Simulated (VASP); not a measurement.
```
CELL_PARAMETERS angstrom
      1.80605    -3.12816     0.00000
      1.80605     3.12816     0.00000
      0.00000     0.00000     3.84757
ATOMIC_POSITIONS crystal
  Li 0.33333 0.66667 0.00000
  Li 0.66667 0.33333 0.00000
  Li 0.00000 0.00000 0.50000
  N  0.00000 0.00000 0.00000
```

Level of theory: PBEsol GGA, VASP's PBE PAW potentials (set 64) (plane waves; VASP). Run with 520 eV cut-off, 13×13×10 Γ-centred mesh, Gaussian smearing of 0.010 eV, potentials Li_sv N.

What does the run give for the energy per atom (σ→0)?

energy per atom (σ→0): -4031 meV/atom

The compound is Li3N in the alpha structure. It was relaxed first.
